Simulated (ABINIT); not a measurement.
The system is NaF (Villiaumite).

```xyz
2
Lattice="0.0000 2.3200 2.3200 2.3200 0.0000 2.3200 2.3200 2.3200 0.0000" Properties=species:S:1:pos:R:3 pbc="T T T"
Na    0.0000    0.0000    0.0000
F     2.3200    2.3200    2.3200
```

Base run:

| Property | Result |
| --- | --- |
| Program | ABINIT 10.8.3 (patched build) |
| Functional | PBEsol |
| Potentials or basis | PseudoDojo NC SR PBEsol v0.4.1 standard |
| Cutoff | 1197 eV |
| k mesh | 10 × 10 × 10 |
| Occupations | fermi-dirac, width 0.05 eV |
| Spin | no spin polarisation |

Its results: band gap on the k mesh 6.18 eV, direct; pressure -0.4 GPa.

Task: The run is repeated on the same cell with these changes: functional from PBEsol to LDA; potentials or basis from PseudoDojo NC SR PBEsol v0.4.1 standard to JTH PAW LDA v2.0; cutoff from 1197 eV to 1088 eV. What comes out?

Result: Band gap on the k mesh 5.93 eV, direct; pressure -3.9 GPa.
